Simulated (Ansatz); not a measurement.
Runs of Ansatz 0.2.0 on ZnS. It takes space group F-43m (No. 216, cubic). The conventional cell has a = 5.404 Å, b = 5.404 Å, c = 5.404 Å, α = 90.00°, β = 90.00°, γ = 90.00°. Around Zn (site symmetry -43m) lie 4 S at 2.34 Å. S (site symmetry -43m) has 4 Zn at 2.34 Å as nearest neighbours. 

| task | level | potentials or basis | cell | k mesh | cutoff (eV) | smearing | basis error allowed | mesh quality | gap on the mesh (eV) | pressure (GPa) |
| --- | --- | --- | --- | --- | --- | --- | --- | --- | --- | --- |
| single point | PBE | all-electron LAPW, scalar-relativistic | as given | 9 × 9 × 9 | 280 | gaussian 0.028 eV | 0.001 eV/atom | not flagged | 2.11 | 1.6 |
| single point | r2SCAN+rVV10 | all-electron PAW datasets made for the crystal | as given | 9 × 9 × 9 | 280 | gaussian 0.01 eV | - | not flagged | (b) | -1.5 |
| relaxation of cell and atoms | RPBE | all-electron LAPW, scalar-relativistic | relaxed | 9 × 9 × 9 | - | fermi-dirac 0.05 eV | 0.001 eV/atom | not flagged | (a) | 0.0 |
| Born charges and dielectric tensor | PBE | all-electron PAW datasets made for the crystal | as given | 9 × 9 × 9 | 310 | fixed | - | not flagged | 2.11 | - |
| single point | PBE | all-electron LAPW, scalar-relativistic | as given | 4 × 4 × 4 | 257 | fermi-dirac 0.03 eV | 0.002 eV/atom | coarse | 2.10 | 1.9 |

Alike in all rows: no spin polarisation.

Question: Fill in the values left out.

Answer: (a) 2.03; (b) 2.62.

Caveats: some runs use coarse meshes; an odd mesh through Γ misses points on the zone boundary, where band edges often lie (some runs); the program warned that the printed levels may be off, so bands, gaps and densities of states are rough (some runs).

The runs don't all hold the same shells in valence.
